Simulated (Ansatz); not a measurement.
As:

```
As
1.0
     1.88080    1.08588    3.51406
    -1.88080    1.08588    3.51406
     0.00000   -2.17176    3.51406
As
2
Direct
  0.22600 0.22600 0.22600
  0.77400 0.77400 0.77400
```

Program: Ansatz 0.2.0. Alike in all runs: potentials or basis Ansatz PAW; no spin polarisation; cell as given; k mesh 5 × 5 × 5; smearing fermi-dirac 0.05 eV.

Question: Order these runs on this cell by their pressure, lowest first.
A. level HF; cutoff (eV) 420; mesh quality not flagged
B. level r2SCAN50; cutoff (eV) 500; mesh quality not flagged
C. level HSE06; cutoff (eV) 420; points for each segment of the path 4; mesh quality coarse

Answer: B (-1.7 GPa), C (0.6 GPa), A (5.7 GPa).

Caveats: some runs use coarse meshes; the PAW data sets come from PBE, with cores solved anew for the run's functional, which leaves a small shift of forces and pressure; the thresholds are loose for stress.
